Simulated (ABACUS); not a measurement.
Set up this calculation in ABACUS 3.10.1, as the native input.

```yaml
Task: single point
Functional: PBE
Potentials_or_basis: PseudoDojo NC SR 0.4.1 PBE standard
Cutoff: 1361 eV
Density_cutoff: 5442 eV
Basis: DZP LCAO (the cutoffs set its grid)
k_mesh: 9 × 9 × 9
Occupations: fermi-dirac, width 0.05 eV
Spin: no spin polarisation
Orbital_files: Pb Pb_confined-atom_8au_2s2p2d.orb
Radial_cutoff_of_the_potentials_pseudo_rcut: 10 bohr
SCF_threshold_on_the_density: 1e-07
Max_SCF_steps: 100
Eigensolver: genelpa
Mixing: broyden
Mixing_share: 0.7
Symmetry_key: 1
Bands: 11
```

Crystal: Pb.

```xyz
1
Lattice="-1.9797 1.9797 1.9797 1.9797 -1.9797 1.9797 1.9797 1.9797 -1.9797" Properties=species:S:1:pos:R:3 pbc="T T T"
Pb    0.0000    0.0000    0.0000
```

This isn't the form of Pb at room conditions, which is fcc.

These files were run (other wordings do the same):

INPUT

```
INPUT_PARAMETERS
suffix              Pb
calculation         scf
basis_type          lcao
pseudo_dir          ./
orbital_dir         ./
symmetry            1
dft_functional      pbe
ecutwfc             100
pseudo_rcut         10
nspin               1
nbands              11
ks_solver           genelpa
smearing_method     fd
smearing_sigma      0.00367493
scf_thr             1e-07
scf_nmax            100
mixing_type         broyden
mixing_beta         0.7
cal_force           1
cal_stress          1
out_mul             1
```

STRU

```
ATOMIC_SPECIES
Pb 207.2000 Pb.upf

NUMERICAL_ORBITAL
Pb_confined-atom_8au_2s2p2d.orb

LATTICE_CONSTANT
1.8897261246

LATTICE_VECTORS
-1.9796595667 1.9796595667 1.9796595667
1.9796595667 -1.9796595667 1.9796595667
1.9796595667 1.9796595667 -1.9796595667

ATOMIC_POSITIONS
Direct

Pb
0.0
1
0.0000000000 0.0000000000 0.0000000000 1 1 1
```

KPT

```
K_POINTS
0
Gamma
9 9 9 0 0 0
```

Potentials or basis: PseudoDojo NC SR 0.4.1 PBE standard, DZP LCAO (the cutoffs set its grid).

Command:

```console
$ OMP_NUM_THREADS=1 mpirun -np 4 abacus > log
```

It gave:

The pressure is 2.1 GPa and the band gap on the k mesh is none (metal or under the smearing width).

Caveat: the atomic orbitals were generated for these runs and aren't a published set; the basis of atomic orbitals isn't converged, which shifts pressures, moduli and gaps.

Wall time 2.7 s on 4 MPI ranks on Intel(R) Xeon(R) CPU @ 2.60GHz (Ice Lake), on a shared host, peak memory 0.36 GiB a rank.
